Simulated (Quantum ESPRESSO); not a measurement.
The system is HgSe.

```xyz
2
Lattice="0.0000 3.0390 3.0390 3.0390 0.0000 3.0390 3.0390 3.0390 0.0000" Properties=species:S:1:pos:R:3 pbc="T T T"
Hg    0.0000    0.0000    0.0000
Se    4.5585    4.5585    4.5585
```

| Property | Result |
| --- | --- |
| Program | Quantum ESPRESSO 7.5 |
| Task | phonons |
| Functional | vdW-DF-cx |
| Potentials or basis | PseudoDojo 0.4.1 SR PBE standard |
| Cutoff | 1170 eV |
| Density cutoff | 4680 eV |
| k mesh | 4 × 4 × 4, shifted |
| Occupations | fermi-dirac, width 0.05 eV |
| Spin | no spin polarisation |
| Mixing beta | 0.5 |
| Most SCF iterations | 120 |
| SCF threshold | 4e-10 Ry |

The cell and the atoms were relaxed first, to 29.03 Å³/atom (a = 4.346 Å, b = 4.346 Å, c = 4.346 Å, α = 60.00°, β = 60.00°, γ = 60.00°), and the response was taken there.

The first run showed a gap, so the response started from a second, tighter run with fixed occupations.

Q: Which optical modes does the crystal have at the zone centre, and which show in infrared and Raman spectra?

A: The optical modes are T2. Infrared active: T2. Raman active: T2.

Optical modes at Γ, degenerate ones joined, polar ones without the macroscopic field:
| cm⁻¹ | components | symmetry | active in | IR intensity, summed ((D/Å)²/amu) |
| --- | --- | --- | --- | --- |
| 122 | 3 | T2 | IR and Raman | 14.92 |

Caveat: the k mesh is coarse; the potentials were made for another functional, which shifts forces and pressure; the shifted mesh misses Γ, where the gap is smaller or closed, so treating the crystal as an insulator may be wrong and the dielectric response too small.
